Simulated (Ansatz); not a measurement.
# Cobalt, bcc under RPBE: from relaxation to bulk modulus

Aim: take cobalt in the bcc structure, relax it, solve it on a dense k-mesh, then scale the cell to 7 volumes from 88 to 112 % of the relaxed one and try a fit of the equation of state. The start is ferromagnetic. The k-meshes are 16×16×16 for the relaxation; 25×25×25 for the dense run; 17×17×17 for the volumes.

This is Co in the bcc structure; at room conditions it is hcp.

Computed with Ansatz 0.2.0 (DFT RPBE, plane waves (420 eV) with PAW, scalar-relativistic; the PAW data stem from PBE, with regenerated cores, unless a step says otherwise).

### Step 1. Starting point

It takes space group Im-3m (No. 229, cubic). Conventional cell: a = 2.808 Å, b = 2.808 Å, c = 2.808 Å, α = 90.00°, β = 90.00°, γ = 90.00°. Around Co (site symmetry m-3m) lie 8 Co at 2.43 Å.

Coordinates:

```
CELL_PARAMETERS angstrom
-1.40414 1.40414 1.40414
1.40414 -1.40414 1.40414
1.40414 1.40414 -1.40414
ATOMIC_POSITIONS crystal
Co 0.00000 0.00000 0.00000
```

Starting moments (μB): +1.7.

### Step 2. Relaxing cell and atoms

The input, input.yaml:

```yaml
crystal:
  lattice:
    - [-1.4041371717, 1.4041371717, 1.4041371717]
    - [1.4041371717, -1.4041371717, 1.4041371717]
    - [1.4041371717, 1.4041371717, -1.4041371717]
  atoms:
    - { symbol: Co, position: [0.0, 0.0, 0.0], spin: 1.7 }
hamiltonian:
  xc: rpbe
  pseudopotentials:
    kind: paw
    azcp:
      Co: "pseudopotentials/Co.paw.azcp"
basis:
  ecutwfc: 420
  fft_grid_basis: typed
kpoints:
  mp_grid: { grid: [16, 16, 16], shift: [0, 0, 0] }
magnetization:
  spin_polarized: true
scf:
  occupations: { method: fermi_dirac, width: 0.05 }
relax:
  max_steps: 60
  f_tol: 0.01
  cell: {}
output:
  write_density: true
  write_potential: true
  elf: true
  volumetric_format: npy
```

Output:

```text
Warning: RAYON_NUM_THREADS=2 ignored (pool sized by the plan → 2); use --threads N
Engine: ansatz 0.2.0, aarch64-unknown-linux-gnu
Pseudopotentials: kind: paw
Pseudopotential: Co, paw, valence charge 17, recommended cutoff 420 eV (normal), <dir>
Functional definition: RPBE
  parameter kappa = 0.804
  parameter beta = 0.06672455060314922
  exchange = rpbe_x(kappa = kappa, mu = beta*pi^2/3)
  correlation = pbe_c(beta = beta)
Crystal: 1 atoms, lattice volume = 11.074 Å³
Basis set: ecut = 420 eV, 225 PW (Γ), exchange–correlation on 36×36×36 points (8 copies of the dense FFT grid, shifted against one another)
Bands: 14, of which v1, the nominal top of the filled ones, is band 9 counted from 1 (8 counted from 0)
Symmetry: 48 space group operations
Space group: Im-3m (ITA 229), of the structure as read, at distance tolerance 2.2e-5 Å
Magnetic group: BNS 229.140 (UNI 1642), of the structure as read, at distance tolerance 2.2e-5 Å
k-points: 145 of 4096
Non-local potential: Co, projectors of the file, l = 0: 3, l = 1: 2, l = 2: 3, l = 3: 1
PAW form: soft (Blöchl's): semilocal exchange-correlation on the pseudo side does not see the compensation charge
PAW frozen core: Co, regenerated for the run's functional, and the local potential with it (the file was generated under x = pbe(κ = 0.804, μ = 0.2195149727645171), c = pbe(β = 0.06672455060314922))
PAW one-centre angular grid: Co, 590 points (default); XC on 64 Gauss nodes
Initial density: superposition of atomic densities (chi_scale 0.1, normalization cell)
Starting moments: Σ|m| = 1.7 μB on 1 of 1 site
Initial wavefunctions: pseudopotential atomic-orbital guess
Functional: x = rpbe, c = pbe(β = 0.06672455060314922)
SCF iter   1: F=—  HF=-5130.607681 eV  |F-HF|=—  |Δ(HF+E_count)|=         —  Δρ=1.19e-1 (↑1.78e-2 ↓1.19e-1)  dr2=1.14e0  dr2_m=2.86e-1  M=1.781 μB ∫|m|=1.829 μB  β_m=0.30  ethr=3.10e-3  ⟨swp⟩=5.3  Hψ=20102  notcnv=0
Mixer restart at iter 1: flushing history
preconditioner: auto → none  [metal: Δε(μ)=0.023 eV  Ē_g=15.091 eV  σ=0.050 eV  W_gap=0.11  n_scr=0 (ndim 8)  ℏωp=33.5 eV  f_vac=0.000  D(μ)=1.55/eV (n_scr^D=18)]
SCF iter   2: F=—  HF=-5130.224266 eV  |F-HF|=—  |Δ(HF+E_count)|=   3.83e-1  Δρ=6.68e-2 (↑6.68e-2 ↓3.07e-2)  dr2=9.34e-2  dr2_m=2.20e-1  M=1.797 μB ∫|m|=1.866 μB  β_m=0.31  ethr=3.10e-3  ⟨swp⟩=2.7  Hψ=9715  notcnv=0  defer=143
SCF iter   3: F=—  HF=-5130.580566 eV  |F-HF|=—  |Δ(HF+E_count)|=         —  Δρ=5.43e-2 (↑5.43e-2 ↓4.91e-2)  dr2=6.46e-3  dr2_m=2.65e-1  M=1.895 μB ∫|m|=1.983 μB  β_m=0.31  ethr=5.50e-4  ⟨swp⟩=2.6  Hψ=7937  notcnv=0  defer=145
Mixer restart at iter 3: flushing history
SCF iter   4: F=—  HF=-5130.731845 eV  |F-HF|=—  |Δ(HF+E_count)|=   1.51e-1  Δρ=3.85e-2 (↑3.85e-2 ↓3.05e-2)  dr2=8.00e-3  dr2_m=1.17e-1  M=1.872 μB ∫|m|=1.973 μB  β_m=0.61  ethr=3.80e-5  ⟨swp⟩=2.2  Hψ=7449  notcnv=0  defer=145
SCF iter   5: F=—  HF=-5130.961213 eV  |F-HF|=—  |Δ(HF+E_count)|=   2.29e-1  Δρ=6.56e-3 (↑6.56e-3 ↓4.76e-3)  dr2=4.14e-3  dr2_m=5.34e-4  M=1.810 μB ∫|m|=1.951 μB  β_m=0.57  ethr=3.80e-5  ⟨swp⟩=2.5  Hψ=8511  notcnv=0  defer=145
SCF iter   6: F=—  HF=-5130.960665 eV  |F-HF|=—  |Δ(HF+E_count)|=   5.47e-4  Δρ=6.71e-3 (↑5.70e-3 ↓6.71e-3)  dr2=1.00e-2  dr2_m=2.41e-4  M=1.802 μB ∫|m|=1.947 μB  β_m=0.54  ethr=2.43e-5  ⟨swp⟩=2.0  Hψ=9704  notcnv=0  defer=148
SCF iter   7: F=—  HF=-5130.965170 eV  |F-HF|=—  |Δ(HF+E_count)|=   4.50e-3  Δρ=1.38e-3 (↑1.36e-3 ↓1.38e-3)  dr2=4.70e-4  dr2_m=1.56e-5  M=1.795 μB ∫|m|=1.946 μB  β_m=0.72  ethr=2.43e-5  ⟨swp⟩=2.1  Hψ=7025  notcnv=0  defer=149
SCF iter   8: F=—  HF=-5130.965628 eV  |F-HF|=—  |Δ(HF+E_count)|=   4.58e-4  Δρ=2.73e-4 (↑1.74e-4 ↓2.73e-4)  dr2=1.18e-5  dr2_m=1.55e-6  M=1.792 μB ∫|m|=1.945 μB  β_m=0.86  ethr=2.76e-6  ⟨swp⟩=2.4  Hψ=6034  notcnv=0  defer=148
SCF iter   9: F=—  HF=-5130.965648 eV  |F-HF|=—  |Δ(HF+E_count)|=   2.02e-5  Δρ=4.63e-5 (↑2.59e-5 ↓4.63e-5)  dr2=2.88e-7  dr2_m=2.48e-8  M=1.791 μB ∫|m|=1.945 μB  β_m=0.93  ethr=6.94e-8  ⟨swp⟩=2.0  Hψ=5887  notcnv=0  defer=148
SCF iter  10: F=—  HF=-5130.965648 eV  |F-HF|=—  |Δ(HF+E_count)|=   6.96e-8  Δρ=7.20e-6 (↑4.23e-6 ↓7.20e-6)  dr2=7.32e-9  dr2_m=8.24e-10  M=1.791 μB ∫|m|=1.945 μB  β_m=0.96  ethr=1.69e-9  ⟨swp⟩=2.2  Hψ=5858  notcnv=0  defer=148
SCF iter  11: F=-5130.965648 eV  HF=-5130.965648 eV  |F-HF|=5.46e-12  |Δ(HF+E_count)|=   1.60e-9  Δρ=8.26e-7 (↑4.58e-7 ↓8.26e-7)  dr2=2.95e-11  dr2_m=3.64e-11  M=1.791 μB ∫|m|=1.945 μB  ethr=4.31e-11  ⟨swp⟩=4.5  Hψ=18577  notcnv=0
SCF 1 converged in 11 iterations: F = -5130.965648 eV  dr2 = 2.95e-11
relax step   1: F+E_penalty+E_count = -5130.96564828 eV  Δ(F+E_penalty+E_count) = +0.000e0 eV  max|allowed force component| = 0.000e0 eV/Å  Δτ_max = 0.0000 Å  P = +6.640 GPa  Ω = 11.074 Å³  (11 SCF iters, dr2 threshold 1.00e-7 eV, accepted)
Crystal: 1 atoms, lattice volume = 11.272 Å³
Initial density: handed on by an earlier stage of this run
Starting moments: Σ|m| = 1.7 μB on 1 of 1 site; this step starts from the density that it was given
Initial wavefunctions: those handed on with the density
iter 1 solved again at ethr=1.70e-5 eV; its pass at ethr=3.10e-3 eV (dr2=2.89e-3 eV) is discarded
SCF iter   1: F=—  HF=-5130.971713 eV  |F-HF|=—  |Δ(HF+E_count)|=         —  Δρ=3.50e-3 (↑3.50e-3 ↓3.09e-3)  dr2=2.99e-3  dr2_m=2.56e-5  M=1.796 μB ∫|m|=1.955 μB  β_m=0.65  ethr=1.70e-5  ⟨swp⟩=1.2  Hψ=26491  notcnv=0
preconditioner: auto → none  [metal: Δε(μ)=0.014 eV  Ē_g=15.708 eV  σ=0.050 eV  W_gap=0.07  n_scr=0 (ndim 8)  ℏωp=33.2 eV  f_vac=0.000  D(μ)=1.64/eV (n_scr^D=18)]
SCF iter   2: F=—  HF=-5130.971798 eV  |F-HF|=—  |Δ(HF+E_count)|=   8.46e-5  Δρ=4.87e-3 (↑4.87e-3 ↓4.35e-3)  dr2=4.64e-3  dr2_m=1.01e-5  M=1.797 μB ∫|m|=1.955 μB  β_m=0.23  ethr=1.70e-5  ⟨swp⟩=2.0  Hψ=8112  notcnv=0
SCF iter   3: F=—  HF=-5130.970677 eV  |F-HF|=—  |Δ(HF+E_count)|=   1.12e-3  Δρ=1.35e-3 (↑1.13e-3 ↓1.35e-3)  dr2=2.65e-4  dr2_m=6.31e-6  M=1.797 μB ∫|m|=1.956 μB  β_m=0.65  ethr=1.70e-5  ⟨swp⟩=2.4  Hψ=6954  notcnv=0
SCF iter   4: F=—  HF=-5130.971155 eV  |F-HF|=—  |Δ(HF+E_count)|=   4.78e-4  Δρ=7.30e-4 (↑1.51e-4 ↓7.30e-4)  dr2=4.16e-5  dr2_m=1.38e-5  M=1.801 μB ∫|m|=1.959 μB  β_m=0.82  ethr=1.56e-6  ⟨swp⟩=2.3  Hψ=6962  notcnv=0
SCF iter   5: F=—  HF=-5130.971347 eV  |F-HF|=—  |Δ(HF+E_count)|=   1.92e-4  Δρ=3.39e-4 (↑7.81e-5 ↓3.39e-4)  dr2=7.53e-6  dr2_m=2.43e-6  M=1.804 μB ∫|m|=1.961 μB  β_m=0.91  ethr=2.45e-7  ⟨swp⟩=2.5  Hψ=6483  notcnv=0
SCF iter   6: F=—  HF=-5130.971353 eV  |F-HF|=—  |Δ(HF+E_count)|=   5.60e-6  Δρ=1.80e-4 (↑9.67e-5 ↓1.80e-4)  dr2=5.00e-6  dr2_m=2.39e-7  M=1.805 μB ∫|m|=1.963 μB  β_m=0.96  ethr=4.43e-8  ⟨swp⟩=2.0  Hψ=6701  notcnv=0
SCF iter   7: F=—  HF=-5130.971356 eV  |F-HF|=—  |Δ(HF+E_count)|=   3.68e-6  Δρ=6.84e-5 (↑4.53e-5 ↓6.84e-5)  dr2=9.01e-7  dr2_m=1.87e-8  M=1.805 μB ∫|m|=1.962 μB  β_m=0.98  ethr=2.94e-8  ⟨swp⟩=2.2  Hψ=5705  notcnv=0
SCF iter   8: F=—  HF=-5130.971357 eV  |F-HF|=—  |Δ(HF+E_count)|=   4.16e-7  Δρ=1.07e-5 (↑7.40e-6 ↓1.07e-5)  dr2=2.37e-8  dr2_m=4.17e-10  M=1.805 μB ∫|m|=1.962 μB  β_m=0.99  ethr=5.30e-9  ⟨swp⟩=2.3  Hψ=5700  notcnv=0
SCF iter   9: F=-5130.971357 eV  HF=-5130.971357 eV  |F-HF|=1.18e-11  |Δ(HF+E_count)|=   9.60e-9  Δρ=6.53e-7 (↑6.53e-7 ↓6.35e-7)  dr2=2.68e-11  dr2_m=2.79e-12  M=1.805 μB ∫|m|=1.962 μB  ethr=1.39e-10  ⟨swp⟩=4.8  Hψ=19398  notcnv=0
SCF 2 converged in 9 iterations: F = -5130.971357 eV  dr2 = 2.68e-11
relax step   2: F+E_penalty+E_count = -5130.97135685 eV  Δ(F+E_penalty+E_count) = -5.709e-3 eV  max|allowed force component| = 0.000e0 eV/Å  Δτ_max = 0.0000 Å  P = +2.999 GPa  Ω = 11.272 Å³  energy of the carried Pulay correction = -2.309e-4 eV  (9 SCF iters, dr2 threshold 1.00e-7 eV, accepted)
Crystal: 1 atoms, lattice volume = 11.441 Å³
iter 1 solved again at ethr=1.14e-5 eV; its pass at ethr=3.10e-3 eV (dr2=1.94e-3 eV) is discarded
SCF iter   1: F=—  HF=-5130.973080 eV  |F-HF|=—  |Δ(HF+E_count)|=         —  Δρ=2.74e-3 (↑2.68e-3 ↓2.74e-3)  dr2=2.06e-3  dr2_m=1.35e-5  M=1.807 μB ∫|m|=1.970 μB  β_m=0.65  ethr=1.14e-5  ⟨swp⟩=1.9  Hψ=26529  notcnv=0
preconditioner: auto → none  [metal: Δε(μ)=0.010 eV  Ē_g=15.541 eV  σ=0.050 eV  W_gap=0.05  n_scr=0 (ndim 8)  ℏωp=32.9 eV  f_vac=0.000  D(μ)=1.60/eV (n_scr^D=18)]
SCF iter   2: F=—  HF=-5130.973122 eV  |F-HF|=—  |Δ(HF+E_count)|=   4.21e-5  Δρ=4.06e-3 (↑4.06e-3 ↓3.48e-3)  dr2=3.15e-3  dr2_m=1.07e-5  M=1.808 μB ∫|m|=1.970 μB  β_m=0.23  ethr=1.14e-5  ⟨swp⟩=2.0  Hψ=8110  notcnv=0
SCF iter   3: F=—  HF=-5130.972362 eV  |F-HF|=—  |Δ(HF+E_count)|=   7.60e-4  Δρ=1.04e-3 (↑1.04e-3 ↓9.80e-4)  dr2=1.77e-4  dr2_m=3.21e-6  M=1.808 μB ∫|m|=1.970 μB  β_m=0.57  ethr=1.14e-5  ⟨swp⟩=2.4  Hψ=6396  notcnv=0
SCF iter   4: F=—  HF=-5130.972638 eV  |F-HF|=—  |Δ(HF+E_count)|=   2.76e-4  Δρ=4.85e-4 (↑1.28e-4 ↓4.85e-4)  dr2=2.22e-5  dr2_m=4.89e-6  M=1.810 μB ∫|m|=1.972 μB  β_m=0.79  ethr=1.04e-6  ⟨swp⟩=2.3  Hψ=6598  notcnv=0
SCF iter   5: F=—  HF=-5130.972771 eV  |F-HF|=—  |Δ(HF+E_count)|=   1.33e-4  Δρ=3.25e-4 (↑1.04e-4 ↓3.25e-4)  dr2=9.99e-6  dr2_m=1.57e-6  M=1.812 μB ∫|m|=1.973 μB  β_m=0.89  ethr=1.31e-7  ⟨swp⟩=2.2  Hψ=5726  notcnv=0
SCF iter   6: F=—  HF=-5130.972782 eV  |F-HF|=—  |Δ(HF+E_count)|=   1.10e-5  Δρ=1.25e-4 (↑9.31e-5 ↓1.25e-4)  dr2=3.17e-6  dr2_m=4.71e-8  M=1.813 μB ∫|m|=1.975 μB  β_m=0.94  ethr=5.88e-8  ⟨swp⟩=2.0  Hψ=6670  notcnv=0
SCF iter   7: F=—  HF=-5130.972785 eV  |F-HF|=—  |Δ(HF+E_count)|=   2.30e-6  Δρ=5.27e-5 (↑3.99e-5 ↓5.27e-5)  dr2=5.96e-7  dr2_m=6.20e-9  M=1.813 μB ∫|m|=1.974 μB  β_m=0.97  ethr=1.87e-8  ⟨swp⟩=2.2  Hψ=5686  notcnv=0
SCF iter   8: F=—  HF=-5130.972785 eV  |F-HF|=—  |Δ(HF+E_count)|=   2.29e-7  Δρ=8.18e-6 (↑4.88e-6 ↓8.18e-6)  dr2=1.22e-8  dr2_m=3.60e-10  M=1.812 μB ∫|m|=1.974 μB  β_m=0.99  ethr=3.51e-9  ⟨swp⟩=2.3  Hψ=5752  notcnv=0
SCF iter   9: F=-5130.972785 eV  HF=-5130.972785 eV  |F-HF|=1.21e-9  |Δ(HF+E_count)|=   4.92e-9  Δρ=3.24e-6 (↑1.78e-6 ↓3.24e-6)  dr2=1.49e-9  dr2_m=6.93e-11  M=1.812 μB ∫|m|=1.974 μB  ethr=7.20e-11  ⟨swp⟩=4.7  Hψ=19285  notcnv=0
SCF 3 converged in 9 iterations: F = -5130.972785 eV  dr2 = 1.49e-9
relax step   3: F+E_penalty+E_count = -5130.97278501 eV  Δ(F+E_penalty+E_count) = -1.428e-3 eV  max|allowed force component| = 0.000e0 eV/Å  Δτ_max = 0.0000 Å  P = +0.115 GPa  Ω = 11.441 Å³  energy of the carried Pulay correction = -4.242e-4 eV  (9 SCF iters, dr2 threshold 1.00e-7 eV, accepted)
[... 11 lines left out ...]
relax step   4: F+E_penalty+E_count = -5130.97277977 eV  Δ(F+E_penalty+E_count) = +5.239e-6 eV  max|allowed force component| = 0.000e0 eV/Å  Δτ_max = 0.0000 Å  P = +0.003 GPa  Ω = 11.447 Å³  energy of the carried Pulay correction = -4.320e-4 eV  (7 SCF iters, dr2 threshold 3.30e-8 eV, accepted)
[... 13 lines left out ...]
relax step   5: F+E_penalty+E_count = -5130.97324059 eV  Δ(F+E_penalty+E_count) = -4.608e-4 eV  max|allowed force component| = 0.000e0 eV/Å  Δτ_max = 0.0000 Å  P = +0.054 GPa  Ω = 11.447 Å³  stress off target by 5.40e-2 GPa  SCF on the basis re-selected at this cell (its energy is not comparable with the rows above)  (9 SCF iters)
[... 12 lines left out ...]
relax step   6: F+E_penalty+E_count = -5130.97323741 eV  Δ(F+E_penalty+E_count) = +3.181e-6 eV  max|allowed force component| = 0.000e0 eV/Å  Δτ_max = 0.0000 Å  P = +0.001 GPa  Ω = 11.451 Å³  energy of the carried Pulay correction = -3.744e-6 eV  (7 SCF iters, accepted)
iter 1 solved again at ethr=1.62e-9 eV; its pass at ethr=3.10e-3 eV (dr2=2.76e-7 eV) is discarded
SCF iter   1: F=—  HF=-5130.973242 eV  |F-HF|=—  |Δ(HF+E_count)|=         —  Δρ=1.74e-6 (↑1.07e-6 ↓1.74e-6)  dr2=1.42e-10  dr2_m=1.85e-11  M=1.813 μB ∫|m|=1.975 μB  β_m=0.65  ethr=1.62e-9  ⟨swp⟩=3.6  Hψ=33566  notcnv=0
preconditioner: auto → none  [metal: Δε(μ)=0.007 eV  Ē_g=15.506 eV  σ=0.050 eV  W_gap=0.03  n_scr=0 (ndim 8)  ℏωp=32.9 eV  f_vac=0.000  D(μ)=1.58/eV (n_scr^D=18)]
SCF iter   2: F=—  HF=-5130.973242 eV  |F-HF|=—  |Δ(HF+E_count)|=  2.80e-10  Δρ=3.84e-7 (↑2.89e-7 ↓3.84e-7)  dr2=1.28e-11  dr2_m=2.12e-12  M=1.813 μB ∫|m|=1.975 μB  β_m=0.58  ethr=1.00e-12  ⟨swp⟩=2.4  Hψ=6834  notcnv=0
SCF iter   3: F=—  HF=-5130.973242 eV  |F-HF|=—  |Δ(HF+E_count)|=  1.91e-11  Δρ=4.44e-7 (↑4.44e-7 ↓3.93e-7)  dr2=3.29e-11  dr2_m=2.93e-13  M=1.813 μB ∫|m|=1.975 μB  β_m=0.47  ethr=1.00e-12  ⟨swp⟩=2.4  Hψ=5437  notcnv=0
SCF iter   4: F=-5130.973242 eV  HF=-5130.973242 eV  |F-HF|=6.37e-12  |Δ(HF+E_count)|=  7.28e-12  Δρ=2.23e-7 (↑1.26e-7 ↓2.23e-7)  dr2=8.15e-12  dr2_m=3.55e-13  M=1.813 μB ∫|m|=1.975 μB  ethr=1.00e-12  ⟨swp⟩=4.0  Hψ=15475  notcnv=0
SCF 7 converged in 4 iterations: F = -5130.973242 eV  dr2 = 8.15e-12
relax step   7: F+E_penalty+E_count = -5130.97324213 eV  Δ(F+E_penalty+E_count) = -4.722e-6 eV  max|allowed force component| = 0.000e0 eV/Å  Δτ_max = 0.0000 Å  P = +0.001 GPa  Ω = 11.451 Å³  stress off target by 5.29e-4 GPa  SCF on the basis re-selected at this cell (its energy is not comparable with the rows above)  (4 SCF iters)
basis re-selected at this cell: Δ(F+E_penalty+E_count) = -4.722e-6 eV, ΔP = -0.000 GPa vs the last step (what re-selecting the basis moved, of the pressure what is left beyond the Pulay correction that the steps carried, after the strain that the cell walked since its last selection, with what the two solves' SCF thresholds leave and, on support functions, any second-order correction that the steps lacked; it is no measure of the basis error at this ecutwfc). This SCF's stress stands 5.29e-4 GPa from its target on what of the cell is left free (relax.cell.stress_tol is 5.00e-2 GPa) and its largest allowed force component is 0.00e0 eV/Å (relax.f_tol is 1.00e-2 eV/Å): within both
SCF converged after 4 iterations
Magnetization: 1.8130 μB (9.4065 up, 7.5935 down)
Absolute magnetization: 1.9754 μB (∫|ρ↑−ρ↓|, with the PAW one-centre terms)
Spin contamination: 0.0340 ħ² per cell (⟨S²⟩ above its minimum at these occupations)
Per-site moments (μB) at R_I (Å): [(1.888661992621428, 1.0144790681672404)]
Free energy (F): -5130.973242 eV
Harris-Foulkes:  -5130.973242 eV  (|F-HF|=6.37e-12)
Internal energy: -5130.960449 eV  (E = F + TS)
E sigma→0 (E₀):  -5130.966846 eV
Entropy (-TS):   -0.012793 eV (-12.793 meV/atom)
Fermi energy:    18.049154 eV
--- Per-component energies (eV) ---
  E_band       = -261.984259
  E_kinetic    = 451.446250
  E_local      = -2907.045503  (includes V_loc(G=0)·N_el)
  E_nonlocal   = 453.881883
  E_hartree    = 1215.888225
  E_xc         = -158.603607
  E_vxc        = -204.285017  (∫ρ·V_xc dr)
  E_paw        = -1519.984701  (= ΣΔE_a)
  E_vpaw       = -487.758180  (= ΣTr[D̂ρ^β])
  E_aug_tail   = 0.000059  (compensation charges beyond the density's cutoff)
  E_ewald      = -2666.496736
  E_core_change = -0.046320  (= ΣΔE_core)
  E_smearing   = -0.012793  (= −TS)
  E_closure    = -0.000000  (closes the sum)
  Σ components = -5130.973242   (vs F -5130.973242, Δ=0.00e0)
--- Forces (eV/Å), atoms counted from 1 ---
  atom   1  Co     0.00000000    -0.00000000    -0.00000000
  max |Σ_I F_I| component: 1.07e-31 eV/Å
--- Stress (GPa, compression-positive) ---
        0.000529      -0.000000      -0.000000
       -0.000000       0.000529       0.000000
       -0.000000       0.000000       0.000529
  P = ⅓ Tr σ = 0.0005 GPa (0.005 kbar)
--- Band table (eV; the first three rows and the last of 290) ---
  k-point 0 ↑: bands = ["-78.6842", "-41.7074", "-41.7074", "-41.7074", "8.9379", "14.9586", "14.9586", "14.9586", "15.9408", "15.9408", "42.5932", "42.5932", "42.5932", "47.3410"]
  k-point 1 ↑: bands = ["-78.6824", "-41.7177", "-41.7109", "-41.7073", "9.0959", "14.9214", "14.9564", "15.0338", "15.9046", "15.9437", "41.3939", "42.3131", "42.4139", "46.3553"]
  k-point 2 ↑: bands = ["-78.6774", "-41.7469", "-41.7209", "-41.7072", "9.5594", "14.8162", "14.9349", "15.2520", "15.8283", "15.9534", "38.7921", "41.3352", "41.9985", "44.4208"]
  k-point 144 ↓: bands = ["-76.3041", "-39.6570", "-39.6570", "-39.6570", "14.4181", "14.4181", "18.9126", "18.9126", "18.9126", "27.1198", "27.1198", "27.1198", "33.3148", "33.3148"]
--- Relaxed structure (5 steps of the walk, 5 accepted, 2 SCFs on fresh bases) ---
  F+E_penalty+E_count = -5130.97324213 eV   max|allowed force component| = 0.000e0 eV/Å   (the final SCF, on the basis selected at the relaxed cell)
  cell:  # Å, volume = 11.4508 Å³
    - [-1.4199024559844775, 1.4199024559844775, 1.4199024559844775]
    - [1.4199024559844775, -1.4199024559844775, 1.4199024559844775]
    - [1.4199024559844775, 1.4199024559844775, -1.4199024559844775]
  atoms:
    - { symbol: Co, position: [0.0, 0.0, 0.0] }
```

It took 16 s on 2 threads of an Arm CPU, shared host; peak memory 0.3 GiB.

The walk, from the log:

```
step  energy change (meV/atom)  largest force (eV/Å)  pressure (GPa)  volume (Å³/atom)
   1                      0.00                0.0000            6.64            11.074
   2                     -5.71                0.0000            3.00            11.272
   3                     -7.14                0.0000            0.11            11.441
   4                     -7.13                0.0000            0.00            11.447
   5                     -7.59                0.0000            0.05            11.447
   6                     -7.59                0.0000            0.00            11.451
   7                     -7.59                0.0000            0.00            11.451
```

Steps that repeat a cell are solved on a basis chosen anew, so their changes of energy are no gain of the relaxation.

The cell of the run, before and after:

|  | before | after | change |
| --- | --- | --- | --- |
| a (Å) | 2.432 | 2.459 | +1.1 % |
| b (Å) | 2.432 | 2.459 | +1.1 % |
| c (Å) | 2.432 | 2.459 | +1.1 % |
| volume (Å³/atom) | 11.074 | 11.451 | +3.4 % |
| shortest distance (Å) | 2.432 | 2.459 | +1.1 % |
| space group (spins left aside) | Im-3m | Im-3m | same |

### Step 3. The energy on a finer k-mesh

The input, input.yaml:

```yaml
crystal:
  lattice:
    - [-1.419902456, 1.419902456, 1.419902456]
    - [1.419902456, -1.419902456, 1.419902456]
    - [1.419902456, 1.419902456, -1.419902456]
  atoms:
    - { symbol: Co, position: [0.0, 0.0, 0.0], spin: 1.889 }
hamiltonian:
  xc: rpbe
  pseudopotentials:
    kind: paw
    azcp:
      Co: "pseudopotentials/Co.paw.azcp"
basis:
  ecutwfc: 420
  fft_grid_basis: typed
kpoints:
  mp_grid: { grid: [25, 25, 25], shift: [0, 0, 0] }
magnetization:
  spin_polarized: true
scf:
  occupations: { method: fermi_dirac, width: 0.05 }
```

Output (excerpt; [...] marks lines left out):

```text
Warning: RAYON_NUM_THREADS=2 ignored (pool sized by the plan → 2); use --threads N
[...]
[... 3 set-up lines as earlier in the session ...]
[...]
Crystal: 1 atoms, lattice volume = 11.451 Å³
Basis set: ecut = 420 eV, 225 PW (Γ)
Bands: 14, of which v1, the nominal top of the filled ones, is band 9 counted from 1 (8 counted from 0)
[... 1 set-up line as earlier in the session ...]
[...]
SCF converged after 9 iterations
Magnetization: 1.8034 μB (9.4017 up, 7.5983 down)
Absolute magnetization: 1.9666 μB (∫|ρ↑−ρ↓|, with the PAW one-centre terms)
Spin contamination: 0.0340 ħ² per cell (⟨S²⟩ above its minimum at these occupations)
Per-site moments (μB) at R_I (Å): [(1.879515176443409, 1.014479068178331)]
Free energy (F): -5130.973910 eV
[...]
E sigma→0 (E₀):  -5130.967777 eV
Entropy (-TS):   -0.012268 eV (-12.268 meV/atom)
Fermi energy:    18.047770 eV
[...]
```

It took 6.8 s on 2 threads of an Arm CPU, shared host; peak memory 0.38 GiB.

[end of part 1 of 2]
